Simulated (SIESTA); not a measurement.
Crystal: Cu2O (Cuprite).

```
Cu O
1.0
     4.26000    0.00000    0.00000
     0.00000    4.26000    0.00000
     0.00000    0.00000    4.26000
Cu O
4 2
Direct
  0.75000 0.25000 0.75000
  0.75000 0.75000 0.25000
  0.25000 0.75000 0.75000
  0.25000 0.25000 0.25000
  0.50000 0.50000 0.50000
  0.00000 0.00000 0.00000
```

Base run:

| Item | Value |
| --- | --- |
| Program | SIESTA 5.4.2 |
| Functional | BLYP |
| Potentials or basis | PseudoDojo 0.4 standard (PBE files) |
| Basis | DZP (energy shift 0.002 Ry) |
| Grid cutoff | 800 Ry |
| Energy shift | 0.002 Ry |
| k mesh | 6 × 6 × 6 |
| Occupations | fermi-dirac, width 0.05 eV |
| Spin | no spin polarisation |

Its results: band gap on the k mesh 0.60 eV, direct; pressure 9.1 GPa.

Task: The run is repeated on the same cell with these changes: functional from BLYP to PBE. What comes out?

Result: Band gap on the k mesh 0.48 eV, direct; pressure 4.2 GPa.

PBE binds more tightly than BLYP, so the same cell stands under less pressure.

Caveats: semicore shells carry a single zeta, which can move pressures by several GPa and volumes by a few percent; the basis of atomic orbitals isn't converged, which shifts pressures, moduli and gaps; the potentials were made for another functional, which shifts forces and pressure (some runs).
